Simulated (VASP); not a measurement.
Set up this calculation in VASP 6.6.1, as the native input.

```yaml
Task: relaxation of cell and atoms
Functional: PBE
Potentials_or_basis: VASP PAW PBE potentials, release 54 (Te, Be)
Cutoff: 580 eV
k_mesh: 8 × 8 × 8
Occupations: fermi-dirac, width 0.05 eV
Spin: no spin polarisation
Further_INCAR_settings: ALGO = Normal; EDIFF = 1e-07; IBRION = 2; EDIFFG = -0.005; NSW = 60; ISIF = 3
```

The structure of BeTe lies in POSCAR:

```
BeTe
1.0
    0.0000000000      2.7700000000      2.7700000000
    2.7700000000      0.0000000000      2.7700000000
    2.7700000000      2.7700000000      0.0000000000
Te Be
1 1
Direct
    0.7500000000      0.7500000000      0.7500000000
    0.0000000000      0.0000000000      0.0000000000
```

One way to write it, as run:

INCAR

```
PREC = Accurate
ENCUT = 580
EDIFF = 1E-7
ISMEAR = -1
SIGMA = 0.05
LREAL = False
LASPH = True
NELM = 60
ALGO = Normal
ISIF = 3
LWAVE = False
LCHARG = False
GGA = PE
IBRION = 2
NSW = 60
EDIFFG = -0.005
```

KPOINTS

```
Automatic mesh
0
Gamma
  8 8 8
```

Potentials or basis: VASP PAW PBE potentials, release 54 (Te, Be).

The run is started by

```sh
$ cat potpaw_PBE.54/Te/POTCAR potpaw_PBE.54/Be/POTCAR > POTCAR
$ mpirun -np 1 vasp_std > vasp.out
```

Results of the run:

```
Relaxed volume                         : 22.76 Å³/atom
Relaxed cell                           : a = 4.008 Å, b = 4.008 Å, c = 4.008 Å, α = 60.00°, β = 60.00°, γ = 60.00°
Space group after relaxing (to 0.05 Å) : F-43m (No. 216)
Energy gained by relaxing              : 19.8 meV/atom
Ionic steps                            : 3
Pressure after relaxing                : 0.0 GPa
Band gap on the k mesh                 : 2.02 eV, indirect (least direct gap 3.63 eV)
```

Caveat: spin-orbit coupling is left out, which moves the levels of the heavy elements.

It took 19 s on 1 thread of Intel(R) Xeon(R) Platinum 8488C (Sapphire Rapids), with other jobs on the host, peak memory 0.19 GiB.
